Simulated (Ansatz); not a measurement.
# In (Im-3m) in Ansatz: settings compared, part 2 of 2

Ansatz 0.2.0.

**4. Elastic constants, PBEsol**

Input file input.yaml:

```yaml
crystal:
  lattice:
    - [-1.88252524, 1.88252524, 1.88252524]
    - [1.88252524, -1.88252524, 1.88252524]
    - [1.88252524, 1.88252524, -1.88252524]
  atoms:
    - { symbol: In, position: [0.0, 0.0, 0.0] }
hamiltonian:
  xc: pbesol
  pseudopotentials: { kind: paw }
kpoints:
  mp_grid: { grid: [7, 7, 7] }
scf:
  occupations: { method: fermi_dirac, width: 0.05 }
output:
  forces: true
  stress: true
elastic:
  mode: relaxed_ion
  stencil: two_point
```

Potentials or basis: Ansatz PAW.

Started as:

```
ansatz run input.yaml --threads 2 --pin off --max-ram 5632MiB --backend cpu --events-out ev --progress --plain --runs-dir out
```

What it wrote:

```text
Warning: RAYON_NUM_THREADS=2 ignored (pool sized by the plan → 2); use --threads N
Engine: ansatz 0.2.0, aarch64-unknown-linux-gnu
Pseudopotentials: kind: paw
Pseudopotential: In, paw, valence charge 13, recommended cutoff 420 eV (normal), In.paw.azcp
Functional definition: PBEsol
  exchange = pbesol_x
  correlation = pbesol_c
Crystal: 1 atoms, lattice volume = 26.686 Å³
Basis set: ecut = 420 eV, 531 PW (Γ), exchange–correlation on 48×48×48 points (8 copies of the dense FFT grid, shifted against one another)
Bands: 11, of which v1, the nominal top of the filled ones, is band 7 counted from 1 (6 counted from 0)
Symmetry: 48 space group operations
Space group: Im-3m (ITA 229), of the structure as read, at distance tolerance 3.0e-5 Å
k-points: 20 of 343
Non-local potential: In, projectors of the file, l = 0: 2, l = 1: 2, l = 2: 2, l = 3: 2
PAW form: soft (Blöchl's): semilocal exchange-correlation on the pseudo side does not see the compensation charge
PAW frozen core: In, regenerated for the run's functional, and the local potential with it (the file was generated under x = pbe(κ = 0.804, μ = 0.2195149727645171), c = pbe(β = 0.06672455060314922))
PAW one-centre angular grid: In, 590 points (default); XC on 64 Gauss nodes
Initial density: superposition of atomic densities (neutral atoms: chi_scale 0, normalization atom), corrected by the library's trained network
Initial wavefunctions: pseudopotential atomic-orbital guess
Functional: x = pbesol(κ = 0.804, μ = 0.12345679012345678), c = pbesol(β = 0.046)
SCF iter   1: F=—  HF=-5525.372241 eV  |F-HF|=—  |Δ(HF+E_count)|=         —  Δρ=3.18e-3  dr2=2.48e-3  ethr=1.77e-3  ⟨swp⟩=5.6  Hψ=1305  notcnv=0
preconditioner: auto → none  [insulator: Δε(μ)=0.283 eV  Ē_g=19.604 eV  σ=0.050 eV  W_gap=0.58  n_scr=12 (ndim 8)  ℏωp=25.9 eV  f_vac=0.000  D(μ)=1.15/eV (n_scr^D=12)  ε∞_Penn≈2.7]
SCF iter   2: F=—  HF=-5525.370275 eV  |F-HF|=—  |Δ(HF+E_count)|=   1.97e-3  Δρ=2.68e-4  dr2=7.46e-6  ethr=1.91e-5  ⟨swp⟩=2.8  Hψ=570  notcnv=0  defer=7
SCF iter   3: F=—  HF=-5525.370283 eV  |F-HF|=—  |Δ(HF+E_count)|=   7.88e-6  Δρ=1.57e-4  dr2=2.12e-6  ethr=5.73e-8  ⟨swp⟩=2.0  Hψ=330  notcnv=0  defer=7
SCF iter   4: F=—  HF=-5525.370287 eV  |F-HF|=—  |Δ(HF+E_count)|=   4.33e-6  Δρ=1.34e-5  dr2=1.97e-8  ethr=1.63e-8  ⟨swp⟩=2.0  Hψ=242  notcnv=0  defer=7
SCF iter   5: F=—  HF=-5525.370285 eV  |F-HF|=—  |Δ(HF+E_count)|=   2.30e-6  Δρ=9.87e-7  dr2=7.67e-11  ethr=1.52e-10  ⟨swp⟩=2.0  Hψ=343  notcnv=0  defer=7
SCF iter   6: F=—  HF=-5525.370285 eV  |F-HF|=—  |Δ(HF+E_count)|=  2.09e-10  Δρ=9.07e-8  dr2=6.96e-13  ethr=5.90e-13 (applied; sched 1.00e-12)  ⟨swp⟩=2.0  Hψ=332  notcnv=0  defer=9
SCF iter   7: F=-5525.370285 eV  HF=-5525.370285 eV  |F-HF|=9.09e-13  |Δ(HF+E_count)|=  2.73e-12  Δρ=4.78e-9  dr2=3.11e-15  ethr=1.00e-12  ⟨swp⟩=6.3  Hψ=828  notcnv=0
SCF 1 converged in 7 iterations: F = -5525.370285 eV  dr2 = 3.11e-15
Crystal: 1 atoms, lattice volume = 26.633 Å³
Symmetry: 16 space group operations
k-points: 40 of 343
Initial density: handed on by an earlier stage of this run
Initial wavefunctions: those handed on with the density
iter 1 solved again at ethr=5.16e-8 eV; its pass at ethr=3.10e-3 eV (dr2=6.71e-6 eV) is discarded
SCF iter   1: F=—  HF=-5525.370796 eV  |F-HF|=—  |Δ(HF+E_count)|=         —  Δρ=9.60e-5  dr2=2.36e-6  ethr=5.16e-8  ⟨swp⟩=2.2  Hψ=3640  notcnv=0  defer=12
preconditioner: auto → Kerker (q_TF=auto, 2.421 Å⁻¹)  [metal: Δε(μ)=0.009 eV  Ē_g=19.691 eV  σ=0.050 eV  W_gap=0.04  n_scr=12 (ndim 8)  ℏωp=25.9 eV  f_vac=0.000  D(μ)=1.13/eV (n_scr^D=12)]
SCF iter   2: F=—  HF=-5525.370789 eV  |F-HF|=—  |Δ(HF+E_count)|=   7.37e-6  Δρ=6.19e-5  dr2=9.35e-7  ethr=1.81e-8  ⟨swp⟩=1.0  Hψ=425  notcnv=0  defer=12
SCF iter   3: F=—  HF=-5525.370790 eV  |F-HF|=—  |Δ(HF+E_count)|=   1.24e-6  Δρ=9.67e-6  dr2=2.61e-8  ethr=7.19e-9  ⟨swp⟩=1.1  Hψ=435  notcnv=0  defer=12
SCF iter   4: F=—  HF=-5525.370790 eV  |F-HF|=—  |Δ(HF+E_count)|=   6.58e-9  Δρ=2.40e-6  dr2=1.23e-9  ethr=2.01e-10  ⟨swp⟩=2.5  Hψ=692  notcnv=0  defer=12
SCF iter   5: F=—  HF=-5525.370790 eV  |F-HF|=—  |Δ(HF+E_count)|=  3.26e-10  Δρ=5.49e-7  dr2=6.14e-11  ethr=9.46e-12  ⟨swp⟩=2.0  Hψ=672  notcnv=0  defer=12
SCF iter   6: F=—  HF=-5525.370790 eV  |F-HF|=—  |Δ(HF+E_count)|=  6.37e-12  Δρ=1.03e-7  dr2=3.87e-12  ethr=4.72e-13 (applied; sched 1.00e-12)  ⟨swp⟩=2.0  Hψ=682  notcnv=0  defer=15
SCF iter   7: F=—  HF=-5525.370790 eV  |F-HF|=—  |Δ(HF+E_count)|=    0.00e0  Δρ=3.68e-8  dr2=3.56e-13  ethr=2.98e-14 (applied; sched 1.00e-12)  ⟨swp⟩=1.0  Hψ=425  notcnv=0  defer=15
[... 20 lines left out ...]
SCF 4 converged in 5 iterations: F = -5525.370280 eV  dr2 = 1.76e-14
iter 1 solved again at ethr=1.11e-12 eV; its pass at ethr=3.10e-3 eV (dr2=1.44e-10 eV) is discarded
SCF iter   1: F=—  HF=-5525.370280 eV  |F-HF|=—  |Δ(HF+E_count)|=         —  Δρ=9.85e-7  dr2=1.49e-10  ethr=1.11e-12  ⟨swp⟩=2.6  Hψ=5989  notcnv=0  defer=12
SCF iter   2: F=—  HF=-5525.370280 eV  |F-HF|=—  |Δ(HF+E_count)|=   1.85e-8  Δρ=5.13e-7  dr2=2.66e-11  ethr=1.11e-12  ⟨swp⟩=2.6  Hψ=1117  notcnv=0  defer=12
SCF iter   3: F=—  HF=-5525.370280 eV  |F-HF|=—  |Δ(HF+E_count)|=  1.55e-11  Δρ=1.03e-7  dr2=1.14e-12  ethr=2.05e-13 (applied; sched 1.00e-12)  ⟨swp⟩=1.8  Hψ=815  notcnv=0  defer=21
SCF iter   4: F=-5525.370280 eV  HF=-5525.370280 eV  |F-HF|=0.00e0  |Δ(HF+E_count)|=  1.82e-12  Δρ=1.60e-8  dr2=2.19e-14  ethr=1.00e-12  ⟨swp⟩=5.0  Hψ=2312  notcnv=0
SCF 5 converged in 4 iterations: F = -5525.370280 eV  dr2 = 2.19e-14
SCF converged after 7 iterations
Free energy (F): -5525.370285 eV
Harris-Foulkes:  -5525.370285 eV  (|F-HF|=9.09e-13)
Internal energy: -5525.362149 eV  (E = F + TS)
E sigma→0 (E₀):  -5525.366217 eV
Entropy (-TS):   -0.008136 eV (-8.136 meV/atom)
Fermi energy:    9.923717 eV
--- Per-component energies (eV) ---
  E_band       = -28.140498
  E_kinetic    = 241.363564
  E_local      = -1087.710201  (includes V_loc(G=0)·N_el)
  E_nonlocal   = 367.323327
  E_hartree    = 424.752470
  E_xc         = -214.034736
  E_vxc        = -100.372673  (∫ρ·V_xc dr)
  E_paw        = -4081.183373  (= ΣΔE_a)
  E_vpaw       = -298.249480  (= ΣTr[D̂ρ^β])
  E_aug_tail   = 0.000026  (compensation charges beyond the density's cutoff)
  E_ewald      = -1176.109129
  E_core_change = 0.235902  (= ΣΔE_core)
  E_smearing   = -0.008136  (= −TS)
  E_closure    = 0.000000  (closes the sum)
  Σ components = -5525.370285   (vs F -5525.370285, Δ=0.00e0)
--- Forces (eV/Å), atoms counted from 1 ---
  atom   1  In    -0.00000000    -0.00000000     0.00000000
  max |Σ_I F_I| component: 6.57e-32 eV/Å
--- Stress (GPa, compression-positive) ---
       -1.350530      -0.000000      -0.000000
        0.000000      -1.350530       0.000000
       -0.000000      -0.000000      -1.350530
  P = ⅓ Tr σ = -1.3505 GPa (-13.505 kbar)
--- Band table (eV; the first three rows and the last of 20) ---
  k-point 0: bands = ["-4.7685", "-4.7685", "-4.7685", "-4.5015", "-4.5015", "0.3916", "20.6892", "20.6892", "20.6892", "22.7401", "22.7401"]
  k-point 1: bands = ["-4.7888", "-4.7523", "-4.6903", "-4.5216", "-4.5023", "0.8596", "17.1519", "19.0380", "19.6911", "21.3101", "21.5881"]
  k-point 2: bands = ["-4.8342", "-4.7548", "-4.5384", "-4.5089", "-4.5034", "2.2878", "12.3027", "16.9664", "18.0963", "20.3463", "20.4543"]
  k-point 19: bands = ["-4.8518", "-4.8341", "-4.4053", "-4.4053", "-4.3955", "8.6106", "11.3466", "11.3466", "12.0833", "15.2218", "16.6586"]
--- Elastic constants: 2 strain directions × 2 members + reference (group order 48) ---
  dense FFT box of the reference and of every strained cell: 24×24×24
  strains applied: 11, 23; error gains: componentwise 1.00 (the most a stress slope's error grows in a printed constant), spectral 1.73 (1 for all six strains in a standard setting)
  C = ∂σ_k/∂η_j (tension-positive GPa; Voigt order 11 22 33 23 13 12):
      -156.259    132.597    132.597      0.000     -0.000     -0.000
       132.597   -156.259    132.597      0.000     -0.000      0.000
       132.597    132.597   -156.259      0.000      0.000     -0.000
         0.000      0.000     -0.000     16.018     -0.000     -0.000
        -0.000      0.000      0.000     -0.000     16.018      0.000
        -0.000      0.000      0.000     -0.000      0.000     16.018
  reference stress σ⁰ (GPa):      1.351      1.351      1.351     -0.000      0.000      0.000
  C* (energy form; C + prestress term) asymmetry max|C*_kj − C*_jk| = 2.842e-14 GPa — a small one proves nothing (zero by symmetry where the batch's group is 432, −43m or m−3m); a large one is finite-difference/SCF noise where every solve meets its electron count
  moduli (Voigt/Reuss/Hill, GPa): K = 36.31/36.31/36.31   G = -48.16/28.83/-9.67   E = -31.82   ν = 0.646
  mechanically stable: NO (min eigenvalue of sym C = -288.86 GPa)
  strain η (Voigt 11):  stress-route row diagonal C_11 = -156.26 GPa, energy-path curvature d²(F+E_count+ΔE)/dδ²/Ω₀ = -157.23 GPa
         δ    σ_11 (GPa)             F (eV)   n_scf  n_hpsi   n_pw
    -2.000e-3       1.6781       -5525.3707901       8    9041    533   relax 0 steps, max|allowed force component| 0.00e0 eV/Å
     2.000e-3       1.0531       -5525.3698881       5    7412    535   relax 0 steps, max|allowed force component| 0.00e0 eV/Å
  strain η (Voigt 23):  stress-route row diagonal C_44 = 16.02 GPa, energy-path curvature d²(F+E_count+ΔE)/dδ²/Ω₀ = 15.33 GPa
         δ    σ_23 (GPa)             F (eV)   n_scf  n_hpsi   n_pw
    -2.000e-3      -0.0320       -5525.3702799       5   11996    535   relax 0 steps, max|allowed force component| 0.00e0 eV/Å
     2.000e-3       0.0320       -5525.3702799       4   11383    535   relax 0 steps, max|allowed force component| 0.00e0 eV/Å
```

elastic_members.tsv:

```text
# convention: tension-positive GPa; Voigt order 11 22 33 23 13 12; engineering shear strains; stresses and constants hold the Pulay correction, whose part of sigma0, of c and of each member's stress the lines and columns named pulay_correction_..._gpa give (of c_energy it is that of c and, on the columns of strains 1 to 3, that of sigma0; of a layer's constants it is that of c in the plane, times a tenth of its plane spacing in ang); where a line pulay_correction_withheld stands none holds it
[... 10 lines left out ...]
3	2.0000000000e-3	1.3494455854e0	1.3511489481e0	1.3511489481e0	3.2035971682e-2	3.0572667616e-15	6.3924668652e-15	-5.5253702799e3	-5.5253662158e3	4	11383	535	0	0.0000000000e0	0.0000000000e0	-3.6647270547e-2	-3.6646233433e-2	-3.6646233433e-2	4.0570704855e-5	4.0543254840e-18	-1.6963704954e-20	-5.2324614028e-6	0.0000000000e0
```

It took 2.5 s on 2 threads of Arm Neoverse V2, shared host; peak memory 0.28 GiB.

What came out:

* Free energy: -5525.3703 eV
* Pressure: -1.4 GPa
* Band gap on the k mesh: none (metal or under the smearing width)
* Elastic constants C11, C12, C44: -156, 133, 16 GPa
* Voigt bulk modulus: 36 GPa

Elastic tensor in Voigt notation (GPa, in the Cartesian axes of the cell as first typed):
```
-156  133  133    0    0    0
 133 -156  133    0    0    0
 133  133 -156    0    0    0
   0    0    0   16    0    0
   0    0    0    0   16    0
   0    0    0    0    0   16
```

Caveat: the elastic tensor has a negative eigenvalue, so either the cell is unstable as it stands or the mesh is too thin; the PAW data sets come from PBE, with cores solved anew for the run's functional, which leaves a small shift of forces and pressure.

**5. Overview**

| task | level | atoms under strain | gap on the mesh (eV) | pressure (GPa) |
| --- | --- | --- | --- | --- |
| elastic constants | PBE | relaxed | none | 1.5 |
| phonons | PBEsol | - | none | - |
| elastic constants | PBEsol | relaxed | none | -1.4 |

Alike in all rows: potentials or basis Ansatz PAW; no spin polarisation; cell as given; k mesh 7 × 7 × 7; cutoff (eV) 420; smearing fermi-dirac 0.05 eV.

Every run on the cell as given and a fine mesh finds a metal.

Caveats: the elastic tensor has a negative eigenvalue, so either the cell is unstable as it stands or the mesh is too thin (some runs); the PAW data sets come from PBE, with cores solved anew for the run's functional, which leaves a small shift of forces and pressure (some runs).

Absolute energies hang on the potentials; compare differences alone.
